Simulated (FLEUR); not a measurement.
# BN (F-43m) in FLEUR: band structure with PBE

Aim: the band structure of BN with PBE.

Everything below comes from runs of FLEUR MaX-R8.1 (later development tree). Logs are shortened: lines on timing, memory, paths and dates and some standing lists are left out, and cuts for length are marked.

**Measured values to compare with.**

From a printed reference work, monograph, for a bulk crystal of BN at 300 K: band gap 6.4 eV (indirect).

The results are compared with them further down.

**1. The structure**

Symmetry: F-43m, No. 216, cubic system. Conventional cell: a = 3.626 Å, b = 3.626 Å, c = 3.626 Å, α = 90.00°, β = 90.00°, γ = 90.00°. N (site symmetry -43m) is surrounded by 4 B at 1.57 Å. B (site symmetry -43m) has 4 N at 1.57 Å as nearest neighbours.

The cell is a database's computed one.

**2. Band structure, PBE**

The input, inp.xml:

```xml
<?xml version="1.0" encoding="UTF-8" standalone="no"?>
<fleurInput fleurInputVersion="0.39">
   <comment>
      BN                                                                                                  
   </comment>
   <calculationSetup>
      <cutoffs Kmax="5.26" Gmax="16.3" GmaxXC="16.3" numbands="0"/>
      <scfLoop itmax="60" minDistance="0.00001" maxIterBroyd="15" imix="Anderson" alpha="0.05" precondParam="0.0" spinf="2.0" sdNocoIR="T"/>
      <coreElectrons ctail="T" frcor="F" kcrel="0" coretail_lmax="0"/>
      <xcFunctional name="pbe" relativisticCorrections="F"/>
      <magnetism jspins="1"/>
      <soc l_soc="F" theta="0.0" phi="0.0" spav="F"/>
      <expertModes spex="0" secvar="F"/>
      <geometryOptimization l_f="F" forcealpha="1.0" forcemix="BFGS" epsdisp="0.00001" epsforce="0.00001"/>
      <ldaU l_linMix="F" mixParam="0.05" spinf="1.0"/>
   </calculationSetup>
   <cell>
      <bzIntegration valenceElectrons="8.0" mode="hist" fermiSmearingEnergy="0.00183747">
         <kPointListSelection listName="default-1"/>
         <!-- k-points included here -->
         <xi:include xmlns:xi="http://www.w3.org/2001/XInclude" href="kpts.xml"> </xi:include>
      </bzIntegration>
      <!-- symmetry operations included here -->
      <xi:include xmlns:xi="http://www.w3.org/2001/XInclude" href="sym.xml"> </xi:include>
      <bulkLattice scale="1.0">
         <bravaisMatrix>
            <row-1>    0.0000000000000000     3.4260753536259245     3.4260753536259245</row-1>
            <row-2>    3.4260753536259245     0.0000000000000000     3.4260753536259245</row-2>
            <row-3>    3.4260753536259245     3.4260753536259245     0.0000000000000000</row-3>
         </bravaisMatrix>
      </bulkLattice>
   </cell>
   <atomSpecies>
      <species name="Nitrogen (N)" element="N" atomicNumber="7">
         <mtSphere radius="1.37" gridPoints="453" logIncrement="0.023"/>
         <atomicCutoffs lmax="8" lnonsphr="6"/>
         <electronConfig flipSpins="F">
            <coreConfig>(1s1/2)</coreConfig>
            <valenceConfig>(2s1/2) (2p1/2) (2p3/2)</valenceConfig>
            <stateOccupation state="(2p1/2)" spinUp="0.500000" spinDown="0.500000"/>
            <stateOccupation state="(2p3/2)" spinUp="1.000000" spinDown="1.000000"/>
         </electronConfig>
         <energyParameters s="2" p="2" d="3" f="4"/>
         <lo type="SCLO" l="0" n="2" eDeriv="2"/>
         <lo type="SCLO" l="1" n="2" eDeriv="2"/>
         <lo type="SCLO" l="2" n="3" eDeriv="2"/>
      </species>
      <species name="Boron (B)" element="B" atomicNumber="5">
         <mtSphere radius="1.37" gridPoints="453" logIncrement="0.022"/>
         <atomicCutoffs lmax="8" lnonsphr="6"/>
         <electronConfig flipSpins="F">
            <coreConfig>(1s1/2)</coreConfig>
            <valenceConfig>(2s1/2) (2p1/2) (2p3/2)</valenceConfig>
            <stateOccupation state="(2p1/2)" spinUp="0.166667" spinDown="0.166667"/>
            <stateOccupation state="(2p3/2)" spinUp="0.333333" spinDown="0.333333"/>
         </electronConfig>
         <energyParameters s="2" p="2" d="3" f="4"/>
         <lo type="SCLO" l="0" n="2" eDeriv="2"/>
         <lo type="SCLO" l="1" n="2" eDeriv="2"/>
         <lo type="SCLO" l="2" n="3" eDeriv="2"/>
      </species>
   </atomSpecies>
   <atomGroups>
      <atomGroup species="Nitrogen (N)">
         <relPos label="                   1">1.000/4.000 1.000/4.000 1.000/4.000</relPos>
         <force calculate="T" relaxXYZ="TTT"/>
      </atomGroup>
      <atomGroup species="Boron (B)">
         <relPos label="                   2">.0000000000 .0000000000 .0000000000</relPos>
         <force calculate="T" relaxXYZ="TTT"/>
      </atomGroup>
   </atomGroups>
   <output dos="F" band="F" slice="F">
      <checks vchk="F" cdinf="F"/>
      <bandDOS minEnergy="-.5*Htr" maxEnergy="0.5*Htr" sigma="0.015" storeEVData="T"/>
      <vacuumDOS vacdos="F" integ="F" star="F" nstars="0" locx1="0.0" locy1="0.0" locx2="0.0" locy2="0.0" nstm="0" tworkf="0.0"/>
      <unfoldingBand unfoldBand="F" supercellX="1" supercellY="1" supercellZ="1"/>
      <plotting iplot="0" polar="F">
         <plot TwoD="T" vec1="  1.0  0.0  0.0" vec2="  0.0  1.0  0.0" vec3="  0.0  0.0  1.0" zero="  0.0  0.0  0.0" file="plot"/>
      </plotting>
      <chargeDensitySlicing numkpt="0" minEigenval="0.0" maxEigenval="0.0" nnne="0" pallst="F"/>
      <specialOutput eonly="F"/>
      <moessbauerParams electricFieldGradient="T" isomerShift="T" coreHyperfine="T" valenceHyperfine="T"/>
      <magneticCircularDichroism mcd="F" energyLo="-10.0" energyUp="0.0"/>
   </output>
  <!-- We include the file relax.xml here to enable relaxations (see documentation) -->
  <xi:include xmlns:xi="http://www.w3.org/2001/XInclude" href="relax.xml"> <xi:fallback/> </xi:include>
</fleurInput>
```

The input, crystal.txt:

```
BN
&input cartesian=F /
0.0000000000  1.8130010000  1.8130010000
1.8130010000  0.0000000000  1.8130010000
1.8130010000  1.8130010000  0.0000000000
1.8897261246
1.0 1.0 1.0

2
7 0.2500000000  0.2500000000  0.2500000000
5 0.0000000000  0.0000000000  0.0000000000

&kpt div1=13 div2=13 div3=13 gamma=T /
```

The input, inp.xml (bands):

```
<?xml version="1.0" encoding="UTF-8" standalone="no"?>
<fleurInput fleurInputVersion="0.39">
   <comment>
      BN                                                                                                  
   </comment>
   <calculationSetup>
      <cutoffs Kmax="5.26" Gmax="16.3" GmaxXC="16.3" numbands="0"/>
      <scfLoop itmax="60" minDistance="0.00001" maxIterBroyd="15" imix="Anderson" alpha="0.05" precondParam="0.0" spinf="2.0" sdNocoIR="T"/>
      <coreElectrons ctail="T" frcor="F" kcrel="0" coretail_lmax="0"/>
      <xcFunctional name="pbe" relativisticCorrections="F"/>
      <magnetism jspins="1"/>
      <soc l_soc="F" theta="0.0" phi="0.0" spav="F"/>
      <expertModes spex="0" secvar="F"/>
      <geometryOptimization l_f="F" forcealpha="1.0" forcemix="BFGS" epsdisp="0.00001" epsforce="0.00001"/>
      <ldaU l_linMix="F" mixParam="0.05" spinf="1.0"/>
   </calculationSetup>
   <cell>
      <bzIntegration valenceElectrons="8.0" mode="hist" fermiSmearingEnergy="0.00183747">
         <kPointListSelection listName="path-1"/>
         <!-- k-points included here -->
         <xi:include xmlns:xi="http://www.w3.org/2001/XInclude" href="kpts.xml"> </xi:include>
      </bzIntegration>
      <!-- symmetry operations included here -->
      <xi:include xmlns:xi="http://www.w3.org/2001/XInclude" href="sym.xml"> </xi:include>
      <bulkLattice scale="1.0">
         <bravaisMatrix>
            <row-1>    0.0000000000000000     3.4260753536259245     3.4260753536259245</row-1>
            <row-2>    3.4260753536259245     0.0000000000000000     3.4260753536259245</row-2>
            <row-3>    3.4260753536259245     3.4260753536259245     0.0000000000000000</row-3>
         </bravaisMatrix>
      </bulkLattice>
   </cell>
   <atomSpecies>
      <species name="Nitrogen (N)" element="N" atomicNumber="7">
         <mtSphere radius="1.37" gridPoints="453" logIncrement="0.023"/>
         <atomicCutoffs lmax="8" lnonsphr="6"/>
         <electronConfig flipSpins="F">
            <coreConfig>(1s1/2)</coreConfig>
            <valenceConfig>(2s1/2) (2p1/2) (2p3/2)</valenceConfig>
            <stateOccupation state="(2p1/2)" spinUp="0.500000" spinDown="0.500000"/>
            <stateOccupation state="(2p3/2)" spinUp="1.000000" spinDown="1.000000"/>
         </electronConfig>
         <energyParameters s="2" p="2" d="3" f="4"/>
         <lo type="SCLO" l="0" n="2" eDeriv="2"/>
         <lo type="SCLO" l="1" n="2" eDeriv="2"/>
         <lo type="SCLO" l="2" n="3" eDeriv="2"/>
      </species>
      <species name="Boron (B)" element="B" atomicNumber="5">
         <mtSphere radius="1.37" gridPoints="453" logIncrement="0.022"/>
         <atomicCutoffs lmax="8" lnonsphr="6"/>
         <electronConfig flipSpins="F">
            <coreConfig>(1s1/2)</coreConfig>
            <valenceConfig>(2s1/2) (2p1/2) (2p3/2)</valenceConfig>
            <stateOccupation state="(2p1/2)" spinUp="0.166667" spinDown="0.166667"/>
            <stateOccupation state="(2p3/2)" spinUp="0.333333" spinDown="0.333333"/>
         </electronConfig>
         <energyParameters s="2" p="2" d="3" f="4"/>
         <lo type="SCLO" l="0" n="2" eDeriv="2"/>
         <lo type="SCLO" l="1" n="2" eDeriv="2"/>
         <lo type="SCLO" l="2" n="3" eDeriv="2"/>
      </species>
   </atomSpecies>
   <atomGroups>
      <atomGroup species="Nitrogen (N)">
         <relPos label="                   1">1.000/4.000 1.000/4.000 1.000/4.000</relPos>
         <force calculate="T" relaxXYZ="TTT"/>
      </atomGroup>
      <atomGroup species="Boron (B)">
         <relPos label="                   2">.0000000000 .0000000000 .0000000000</relPos>
         <force calculate="T" relaxXYZ="TTT"/>
      </atomGroup>
   </atomGroups>
   <output dos="F" band="T" slice="F">
      <checks vchk="F" cdinf="F"/>
      <bandDOS minEnergy="-.5*Htr" maxEnergy="0.5*Htr" sigma="0.015" storeEVData="T"/>
      <vacuumDOS vacdos="F" integ="F" star="F" nstars="0" locx1="0.0" locy1="0.0" locx2="0.0" locy2="0.0" nstm="0" tworkf="0.0"/>
      <unfoldingBand unfoldBand="F" supercellX="1" supercellY="1" supercellZ="1"/>
      <plotting iplot="0" polar="F">
         <plot TwoD="T" vec1="  1.0  0.0  0.0" vec2="  0.0  1.0  0.0" vec3="  0.0  0.0  1.0" zero="  0.0  0.0  0.0" file="plot"/>
      </plotting>
      <chargeDensitySlicing numkpt="0" minEigenval="0.0" maxEigenval="0.0" nnne="0" pallst="F"/>
      <specialOutput eonly="F"/>
      <moessbauerParams electricFieldGradient="T" isomerShift="T" coreHyperfine="T" valenceHyperfine="T"/>
      <magneticCircularDichroism mcd="F" energyLo="-10.0" energyUp="0.0"/>
   </output>
  <!-- We include the file relax.xml here to enable relaxations (see documentation) -->
  <xi:include xmlns:xi="http://www.w3.org/2001/XInclude" href="relax.xml"> <xi:fallback/> </xi:include>
</fleurInput>
```

Potentials or basis: all-electron, FLAPW.

Launch:

```
$ inpgen -f crystal.txt -profile fastHighL
$ # inp.xml edited to the form shown
$ fleur_MPI
$ fleur_MPI   # second run, on inp.xml (bands)
```

The program printed:

```text
Welcome to FLEUR        (www.flapw.de)
      MaX-Release 8.1          (www.max-centre.eu)

 ========== k-point set info ==========
 Selected k-point list: default-1
 k-point list type: mesh
 13 x 13 x 13
 Number of k points: 84

 ------------Calculation Setup---------------------------
 Number of MPI-tasks      :            1
 Number of PE/node        :            1
 Number of OMP-threads    :            1
 Most efficient MPI parallelization for:
           1           2           3           4           6           7          12          14          21          28          42          84
 Additional eigenvalue parallelization possible
 Number of basis functions:          234
 Approximate size of matrices (H+S) per k-point:         0.002 GB
 --------------------------------------------------------
Nuclear radius smaller than smallest radial mesh point for atom type 2 -- skipping its core isomer shift
Nuclear radius smaller than smallest radial mesh point for atom type 2 -- skipping its isomer shift
 Iteration:     1   Distance:      28.91137598 me/bohr^3
Nuclear radius smaller than smallest radial mesh point for atom type 2 -- skipping its core isomer shift
Nuclear radius smaller than smallest radial mesh point for atom type 2 -- skipping its isomer shift
 Iteration:     2   Distance:      26.22148150 me/bohr^3
Nuclear radius smaller than smallest radial mesh point for atom type 2 -- skipping its core isomer shift
Nuclear radius smaller than smallest radial mesh point for atom type 2 -- skipping its isomer shift
 Iteration:     3   Distance:      11.47693701 me/bohr^3
Nuclear radius smaller than smallest radial mesh point for atom type 2 -- skipping its core isomer shift
Nuclear radius smaller than smallest radial mesh point for atom type 2 -- skipping its isomer shift
 Iteration:     4   Distance:       3.43034708 me/bohr^3
Nuclear radius smaller than smallest radial mesh point for atom type 2 -- skipping its core isomer shift
Nuclear radius smaller than smallest radial mesh point for atom type 2 -- skipping its isomer shift
 Iteration:     5   Distance:       1.14482300 me/bohr^3
Nuclear radius smaller than smallest radial mesh point for atom type 2 -- skipping its core isomer shift
Nuclear radius smaller than smallest radial mesh point for atom type 2 -- skipping its isomer shift
 Iteration:     6   Distance:       0.34212653 me/bohr^3
Nuclear radius smaller than smallest radial mesh point for atom type 2 -- skipping its core isomer shift
Nuclear radius smaller than smallest radial mesh point for atom type 2 -- skipping its isomer shift
 Iteration:     7   Distance:       0.14612430 me/bohr^3
Nuclear radius smaller than smallest radial mesh point for atom type 2 -- skipping its core isomer shift
Nuclear radius smaller than smallest radial mesh point for atom type 2 -- skipping its isomer shift
 Iteration:     8   Distance:       0.08299913 me/bohr^3
Nuclear radius smaller than smallest radial mesh point for atom type 2 -- skipping its core isomer shift
Nuclear radius smaller than smallest radial mesh point for atom type 2 -- skipping its isomer shift
 Iteration:     9   Distance:       0.01949939 me/bohr^3
Nuclear radius smaller than smallest radial mesh point for atom type 2 -- skipping its core isomer shift
Nuclear radius smaller than smallest radial mesh point for atom type 2 -- skipping its isomer shift
 Iteration:    10   Distance:       0.00046230 me/bohr^3
Nuclear radius smaller than smallest radial mesh point for atom type 2 -- skipping its core isomer shift
Nuclear radius smaller than smallest radial mesh point for atom type 2 -- skipping its isomer shift
 Iteration:    11   Distance:       0.00071132 me/bohr^3
Nuclear radius smaller than smallest radial mesh point for atom type 2 -- skipping its core isomer shift
Nuclear radius smaller than smallest radial mesh point for atom type 2 -- skipping its isomer shift
 Iteration:    12   Distance:       0.00007587 me/bohr^3
Nuclear radius smaller than smallest radial mesh point for atom type 2 -- skipping its core isomer shift
Nuclear radius smaller than smallest radial mesh point for atom type 2 -- skipping its isomer shift
 Iteration:    13   Distance:       0.00002781 me/bohr^3
Nuclear radius smaller than smallest radial mesh point for atom type 2 -- skipping its core isomer shift
Nuclear radius smaller than smallest radial mesh point for atom type 2 -- skipping its isomer shift
 Iteration:    14   Distance:       0.00000248 me/bohr^3

 ********************************************************************
 Run finished successfully
 Stop message:
   all done
 ********************************************************************
```

Run time: 23 s. Hardware: 1 thread of Intel Xeon Platinum 8375C at 2.90GHz (Ice Lake), shared host; peak memory 0.06 GiB.

Results:

```yaml
Free_energy: -2168.6682 eV
Band_gap_on_the_k_mesh: 4.53 eV, indirect (least direct gap 8.78 eV)
Band_gap_along_the_path: 4.46 eV, indirect (least direct gap 8.78 eV)
Valence_electrons_inside_the_program's_atomic_spheres: N 3.36; B 1.10 (radii N 1.37, B 1.37 bohr)
```

Levels at the corners of the path, in eV from the valence-band top:
```csv
point,band 1,band 2,band 3,band 4,band 5,band 6,band 7
Γ,-20.13,0.00,0.00,0.00,8.78,8.78,8.78
X,-14.60,-8.86,-4.86,-4.86,4.46,9.18,17.79
W,-14.30,-7.55,-6.90,-6.44,9.56,13.21,14.45
K,-14.52,-8.08,-7.59,-4.04,6.89,12.79,15.72
Γ,-20.13,0.00,0.00,0.00,8.78,8.78,8.78
L,-15.96,-10.61,-1.92,-1.92,10.03,10.66,10.66
U,-14.52,-8.08,-7.59,-4.04,6.89,12.79,15.72
W,-14.30,-7.55,-6.90,-6.44,9.56,13.21,14.45
L,-15.96,-10.61,-1.92,-1.92,10.03,10.66,10.66
K,-14.52,-8.08,-7.59,-4.04,6.89,12.79,15.72
U,-14.52,-8.08,-7.59,-4.04,6.89,12.79,15.72
X,-14.60,-8.86,-4.86,-4.86,4.46,9.18,17.79
```

Core levels (eV from the Fermi level):
```
atom        levels
 1 N  1s1/2 -375.2
 2 B  1s1/2 -172.6
```

**3. Comparison with measurements**

Step 2. A measured gap of BN is 6.4 eV (indirect; 300 K; a printed reference work, monograph); the calculated 4.46 eV misses it by -1.94 eV. The value is that of PBE, without temperature or zero-point motion. Semilocal functionals fall short of measured gaps as a rule. The cell is a database's relaxed one, not the measured one, which moves gaps too.
